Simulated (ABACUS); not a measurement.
# Ga (Pm-3m) in ABACUS: further runs

Aim: see how the results for Ga move with the level of theory and the settings. Levels: PBE+D3, PBE+D3(BJ). Tasks: relaxation of cell and atoms.

All numbers are computed with ABACUS 3.10.1; they aren't measurements. Logs are shortened: lines on timing, memory, paths and dates and some standing lists are left out, and cuts for length are marked.

**1. Starting point**

It takes space group Pm-3m (No. 221, cubic). Conventional cell: a = 2.716 Å, b = 2.716 Å, c = 2.716 Å, α = 90.00°, β = 90.00°, γ = 90.00°. Ga (site symmetry m-3m) has 6 Ga at 2.72 Å as nearest neighbours.

The cell was built by a generator and needn't be a form met in nature.

**2. Relaxation of cell and atoms, PBE+D3**

INPUT reads:

```
INPUT_PARAMETERS
suffix              Ga
calculation         cell-relax
basis_type          pw
pseudo_dir          ./
symmetry            1
dft_functional      pbe
ecutwfc             81
pseudo_rcut         7
nspin               1
nbands              11
ks_solver           dav
smearing_method     fd
smearing_sigma      0.00367493
scf_thr             1e-08
scf_nmax            100
mixing_type         broyden
mixing_beta         0.7
cal_force           1
cal_stress          1
vdw_method          d3_0
relax_nmax          60
force_thr_ev        0.01
relax_method        cg
out_stru            1
stress_thr          0.2
fixed_axes          volume
kpar                4
```

STRU reads:

```
ATOMIC_SPECIES
Ga 69.7230 Ga.upf

LATTICE_CONSTANT
1.8897261246

LATTICE_VECTORS
2.7164800000 0.0000000000 0.0000000000
0.0000000000 2.7164800000 0.0000000000
0.0000000000 0.0000000000 2.7164800000

ATOMIC_POSITIONS
Direct

Ga
0.0
1
0.0000000000 0.0000000000 0.0000000000 1 1 1
```

KPT reads:

```
K_POINTS
0
Gamma
7 7 7 0 0 0
```

Potentials or basis: PseudoDojo NC SR 0.4.1 PBE standard, plane waves.

Run with:

```sh
OMP_NUM_THREADS=1 mpirun -np 4 abacus > log
```

running log:

```text
ABACUS v3.10.1

               Atomic-orbital Based Ab-initio Computation at UStc

 ------------------------------------------------------------------------------------

 READING GENERAL INFORMATION
                           global_out_dir = OUT.Ga/
                           global_in_card = INPUT
                               pseudo_dir = ./
                              orbital_dir =
                                    DSIZE = 4
                                    GSIZE = 1

 READING UNITCELL INFORMATION
                                    ntype = 1
                  lattice constant (Bohr) = 1.88973
              lattice constant (Angstrom) = 1

 READING ATOM TYPE 1
                               atom label = Ga
                      L=0, number of zeta = 1
                      L=1, number of zeta = 1
                      L=2, number of zeta = 1
             number of atom for this type = 1

                        TOTAL ATOM NUMBER = 1
DIRECT COORDINATES
    atom                   x                   y                   z     mag                  vx                  vy                  vz
taud_Ga1            0.0000000000        0.0000000000        0.0000000000  0.0000        0.0000000000        0.0000000000        0.0000000000

                          Volume (Bohr^3) = 135.275
                             Volume (A^3) = 20.0456

 Lattice vectors: (Cartesian coordinate: in unit of a_0)
             +2.71648                  +0                  +0
                   +0            +2.71648                  +0
                   +0                  +0            +2.71648
 Reciprocal vectors: (Cartesian coordinate: in unit of 2 pi/a_0)
            +0.368123                  -0                  +0
                   -0           +0.368123                  -0
                   +0                  -0           +0.368123
 The esolver type has been set to : ksdft_pw

                PAO radial cut off (Bohr) = 7

 Read in pseudopotential file is Ga.upf
                     pseudopotential type = NC
          exchange-correlation functional = PBE
                 nonlocal core correction = 1
                        valence electrons = 13
                                     lmax = 2
                           number of zeta = 3
                     number of projectors = 6
                           L of projector = 0
                           L of projector = 0
                           L of projector = 1
                           L of projector = 1
                           L of projector = 2
                           L of projector = 2
     initial pseudo atomic orbital number = 9

 SETUP THE ELECTRONS NUMBER
            electron number of element Ga = 13
      total electron number of element Ga = 13
            AUTOSET number of electrons:  = 13
                           occupied bands = 7
                                   NBANDS = 11
                                   NLOCAL = 9

%%%%%%%%%%%%%%%%%%%%%%%%%%%%%%%%%%%%%%%%%%%%%%%%%%%%%%%%%%%%%%%%%%%%%%%%%%%%%%%%%%%%%%%%%%%%%%%%%%%%%%%%%%
 Warning: the number of valence electrons in pseudopotential > 3 for Ga: [Ar] 3d10 4s2 4p1
 Pseudopotentials with additional electrons can yield (more) accurate outcomes, but may be less efficient.
 If you're confident that your chosen pseudopotential is appropriate, you can safely ignore this warning.
%%%%%%%%%%%%%%%%%%%%%%%%%%%%%%%%%%%%%%%%%%%%%%%%%%%%%%%%%%%%%%%%%%%%%%%%%%%%%%%%%%%%%%%%%%%%%%%%%%%%%%%%%%

 SETUP THE PLANE WAVE BASIS
 energy cutoff for charge/potential (unit:Ry) = 324
            fft grid for charge/potential = [ 30, 30, 30 ]
                        fft grid division = [ 1, 1, 1 ]
        big fft grid for charge/potential = [ 30, 30, 30 ]
                                     nbxx = 27000
                                     nrxx = 27000

 SETUP PLANE WAVES FOR CHARGE/POTENTIAL
                    number of plane waves = 13301
                         number of sticks = 673

 PARALLEL PW FOR CHARGE/POTENTIAL
     PROC   COLUMNS(POT)             PW
        1            673          13301
 --------------- sum -------------------
        1            673          13301
                            number of |g| = 183
                                  max |g| = 29.2712
                                  min |g| = 0

----------- Double Check Mixing Parameters Begin ------------
mixing_type: broyden
mixing_beta: 0.7
mixing_gg0: 1
mixing_gg0_min: 0.1
mixing_ndim: 8
----------- Double Check Mixing Parameters End ------------

 LATTICE VECTORS: (CARTESIAN COORDINATE: IN UNIT OF A0)
             +2.71648                  +0                  +0
                   +0            +2.71648                  +0
                   +0                  +0            +2.71648
                       right hand lattice = 1
                                   NORM_A = 2.71648
                                   NORM_B = 2.71648
                                   NORM_C = 2.71648
                           ALPHA (DEGREE) = 90
                           BETA  (DEGREE) = 90
                           GAMMA (DEGREE) = 90

 The lattice vectors have been changed (STRU_SIMPLE.cif)

(for optimal symmetric configuration:)
                             BRAVAIS TYPE = 1
                     BRAVAIS LATTICE NAME = 01. Cubic P (simple)
                                    ibrav = 1
                                    IBRAV = 1
                                  BRAVAIS = SIMPLE CUBIC
                       LATTICE CONSTANT A = 2.71648
Original cell was already a primitive cell.
                        ROTATION MATRICES = 48
              PURE POINT GROUP OPERATIONS = 48
                   SPACE GROUP OPERATIONS = 48
                              POINT GROUP = O_h
               POINT GROUP IN SPACE GROUP = O_h

 SETUP K-POINTS
                                    nspin = 1
                   Input type of k points = Monkhorst-Pack(Gamma)
                                   nkstot = 343
                       right hand lattice = 1
(for reciprocal lattice: )
                             BRAVAIS TYPE = 1
                     BRAVAIS LATTICE NAME = 01. Cubic P (simple)
                                    ibrav = 1
                       right hand lattice = 1
(for k-lattice: )
                             BRAVAIS TYPE = 1
                     BRAVAIS LATTICE NAME = 01. Cubic P (simple)
                                    ibrav = 1
                       right hand lattice = 1
                        ROTATION MATRICES = 48
                               nkstot_ibz = 20
K-POINTS REDUCTION ACCORDING TO SYMMETRY
     IBZ    DIRECT_X    DIRECT_Y    DIRECT_Z  WEIGHT  ibz2bz
       1  0.00000000  0.00000000  0.00000000  0.0029       0
       2  0.14285714  0.00000000  0.00000000  0.0175       1
       3  0.28571429  0.00000000  0.00000000  0.0175       2
       4  0.42857143  0.00000000  0.00000000  0.0175       3
       5  0.14285714  0.14285714  0.00000000  0.0350       8
       6  0.28571429  0.14285714  0.00000000  0.0700       9
[... 12 lines left out ...]
      19  0.42857143  0.28571429  0.42857143  0.0700     122
      20  0.42857143  0.42857143  0.42857143  0.0233     171

                               nkstot now = 20
[... K-POINTS DIRECT COORDINATES: 20 rows ...]

           k-point number in this process = 5
       minimum distributed K point number = 5
[... stars of the k points ...]

[... K-POINTS CARTESIAN COORDINATES: 5 rows ...]

[... K-POINTS DIRECT COORDINATES: 5 rows ...]

 SETUP PLANE WAVES FOR WAVE FUNCTIONS
     energy cutoff for wavefunc (unit:Ry) = 81
              fft grid for wave functions = [ 30, 30, 30 ]
                    number of plane waves = 1935
                         number of sticks = 185

 PARALLEL PW FOR WAVE FUNCTIONS
     PROC   COLUMNS(POT)             PW
        1            185           1935
 --------------- sum -------------------
        1            185           1935

 SETUP NONLOCAL PSEUDOPOTENTIALS IN PLANE WAVE BASIS
 Ga non-local projectors:
 projector 1 L=0
 projector 2 L=0
 projector 3 L=1
 projector 4 L=1
 projector 5 L=2
 projector 6 L=2
      TOTAL NUMBER OF NONLOCAL PROJECTORS = 18

 Init Non-Local PseudoPotential table :
 Init Non-Local-Pseudopotential done.

                                     npwx = 1743

 Make real space PAO into reciprocal space.
       max mesh points in Pseudopotential = 701
     dq(describe PAO in reciprocal space) = 0.01
                                    max q = 1808

 number of pseudo atomic orbitals for Ga is 3
WARNING: norm of atomic wavefunction # 2 of atomic type Ga is 0.99965, renormalized
WARNING: norm of atomic wavefunction # 3 of atomic type Ga is 0.983935, renormalized

 -------------------------------------------
 STEP OF RELAXATION : 1
 -------------------------------------------

DFT-D3 Dispersion correction parameters autoset
----------------------------------
 Parameters  Original   Autoset
----------------------------------
         s6    default     1.0000
         s8    default     0.7220
         a1    default     1.2170
         a2    default     1.0000
----------------------------------
XC functional: pbe
                                 init_chg = atomic

 PW ALGORITHM --------------- ION=   1  ELEC=   1--------------------------------
 Notice: Threshold on eigenvalues was too large.
 hsover_error=0.13 > DRHO=0.0109368
 Origin diag ethr = 0.01
 New diag ethr = 8.41293e-05

 Density error is 0.0115165306292
                          Error Threshold = 8.41293298232e-05
----------------------------------------------------------
     Energy           Rydberg                 eV
----------------------------------------------------------
 E_KohnSham     -152.9494076957      -2080.9834503866
 E_Harris       -154.0494165474      -2095.9498386197
 E_Fermi        0.7322736091         9.9630935783
----------------------------------------------------------
[... 51 lines left out ...]
 Density error is 7.31214095488e-10
                          Error Threshold = 8.3882305871e-11
----------------------------------------------------------
     Energy           Rydberg                 eV
----------------------------------------------------------
 E_KohnSham     -152.9522513540      -2081.0221403433
 E_KS(sigma->0) -152.9519624427      -2081.0182095033
 E_Harris       -152.9521412368      -2081.0206421212
 E_band         -2.4785925058        -33.7229810995
 E_one_elec     -59.8394759220       -814.1578378733
 E_Hartree      42.1417822492        573.3683624649
 E_xc           -41.8333285622       -569.1716347527
 E_Ewald        -93.4084569644       -1270.8872561040
 E_entropy(-TS) -0.0005778226        -0.0078616798
 E_descf        0.0000000000         0.0000000000
 E_vdwD3        -0.0121943320        -0.1659123984
 E_exx          0.0000000000         0.0000000000
 E_Fermi        0.7216669321         9.8187823349
----------------------------------------------------------

 charge density convergence is achieved
 final etot is -2081.0221403 eV
 EFERMI = 9.8187823349 eV

 STATE ENERGY(eV) AND OCCUPATIONS    NSPIN == 1
 1/5 kpoint (Cartesian) = 0.0000 0.0000 0.0000 (1743 pws)
       1       -5.35379     0.00583090
       2       -5.35379     0.00583090
       3       -4.83975     0.00583090
       4       -4.83975     0.00583090
       5       -4.83975     0.00583090
       6      -0.799846     0.00583090
       7        18.7229    2.66606e-80
       8        18.7229    2.66606e-80
       9        18.7229    2.66606e-80
      10        21.5625        0.00000
      11        21.5625        0.00000
[... 40 lines left out ...]
 5/5 kpoint (Cartesian) = 0.052589 0.052589 0.0000 (1681 pws)
       1       -5.31187      0.0699708
       2       -5.24779      0.0699708
       3       -4.89805      0.0699708
       4       -4.86571      0.0699708
       5       -4.86226      0.0699708
       6      0.0293855      0.0699708
       7        14.8290    2.12018e-45
       8        15.5697    7.81676e-52
       9        19.5722    1.34154e-86
      10        22.9874        0.00000
      11        26.8813        0.00000

------------------------------------------------------------------------------------------
 TOTAL-FORCE (eV/Angstrom)
------------------------------------------------------------------------------------------
                       Ga1         0.0000000000         0.0000000000         0.0000000000
------------------------------------------------------------------------------------------

----------------------------------------------------------------
 TOTAL-STRESS (KBAR)
----------------------------------------------------------------
       -20.5195248526        -0.0000000000         0.0000000000
        -0.0000000000       -20.5195248526        -0.0000000000
         0.0000000000         0.0000000000       -20.5195248526
----------------------------------------------------------------
 TOTAL-PRESSURE: -20.519525 KBAR

 Largest gradient in force is 0.000000 eV/A.
 Threshold is 0.010000 eV/A.

 Largest gradient in stress is 0.000000 kbar.
 Threshold is 0.200000 kbar.

 Relaxation is converged!

 --------------------------------------------
 !FINAL_ETOT_IS -2081.0221403432533407 eV
 --------------------------------------------
```

Run time: 3.1 s. Hardware: 4 MPI ranks of Intel Xeon Platinum 8488C (Sapphire Rapids), shared host; peak memory 0.28 GiB.

What came out:

```yaml
Free_energy: -2081.0221 eV
Pressure_after_relaxing: -2.1 GPa
Band_gap_on_the_k_mesh: none (metal or under the smearing width)
Dispersion_energy_per_atom: -0.166 eV
```

Final structure:
```cif
data_structure
_symmetry_space_group_name_H-M 'P 1'
_symmetry_Int_Tables_number 1
_cell_length_a 2.7165
_cell_length_b 2.7165
_cell_length_c 2.7165
_cell_angle_alpha 90.000
_cell_angle_beta 90.000
_cell_angle_gamma 90.000
_cell_volume 20.05
loop_
_atom_site_label
_atom_site_type_symbol
_atom_site_fract_x
_atom_site_fract_y
_atom_site_fract_z
_atom_site_occupancy
Ga1 Ga 0.00000 0.00000 0.00000 1
```

Caveat: the relaxation stopped at its first step, so nothing moved; pairwise dispersion overbinds metals, which lowers pressure and volume.

**3. Relaxation of cell and atoms, PBE+D3(BJ)**

INPUT: that of step 2 with these lines changed.

```diff
@@ -20,3 +20,3 @@
 cal_stress          1
-vdw_method          d3_0
+vdw_method          d3_bj
 relax_nmax          60
```

STRU is that of step 2.

KPT is that of step 2.

Potentials or basis: PseudoDojo NC SR 0.4.1 PBE standard, plane waves.

Run with:

```sh
OMP_NUM_THREADS=1 mpirun -np 4 abacus > log
```

Run time: 2.9 s. Hardware: 4 MPI ranks of Intel Xeon Platinum 8488C (Sapphire Rapids), shared host; peak memory 0.28 GiB.

The run converged. Its results:

* Free energy: -2081.1444 eV
* Pressure after relaxing: -3.1 GPa
* Band gap on the k mesh: none (metal or under the smearing width)
* Dispersion energy per atom: -0.288 eV

Final structure:
```
Ga
1.0
     2.71648    0.00000    0.00000
     0.00000    2.71648    0.00000
     0.00000    0.00000    2.71648
Ga
1
Direct
  0.00000 0.00000 0.00000
```

Levels at points of the mesh, in eV from the Fermi level:
```csv
k point,band 4,band 5,band 6,band 7
"(0.00, 0.00, 0.00)",-14.66,-14.66,-10.62,8.90
```

Caveat: the relaxation stopped at its first step, so nothing moved; pairwise dispersion overbinds metals, which lowers pressure and volume.
